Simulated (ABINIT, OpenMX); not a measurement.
TePb: 3 runs at one level of theory

```
Pb Te
1.0
     0.00000    3.23100    3.23100
     3.23100    0.00000    3.23100
     3.23100    3.23100    0.00000
Pb Te
1 1
Direct
  0.00000 0.00000 0.00000
  0.50000 0.50000 0.50000
```

Alike in all runs: task band structure; functional PBE; k mesh 7 × 7 × 7; occupations fermi-dirac, width 0.05 eV; no spin polarisation; no spin-orbit coupling. Pressure is positive in compression and, in plane waves, holds the error of the finite cutoff. Gaps are the smaller of the mesh's and the band path's.

```tsv
program and potentials	plane-wave cutoff (eV)	notes	band gap (eV)	pressure (GPa)
OpenMX, OpenMX 2013 PBE set, Pb8.0-s3p2d2f2, Te7.0-s3p3d2f1, grid cutoff 500 Ry	-	atomic basis; 15 valence electrons an atom on average	0.68	2.56
ABINIT, JTH PAW PBE v2.0	599	10 valence electrons an atom on average	?	?
ABINIT, SPMS NC PBE v1.0	871	15 valence electrons an atom on average	0.74	2.07
```

Task: Estimate from the other rows what the run with ABINIT, JTH PAW PBE v2.0 gave.

Result: Band gap 0.71 eV; pressure 2.11 GPa. The other rows, which needn't bracket it: band gap 0.68 to 0.74; pressure 2.07 to 2.56.
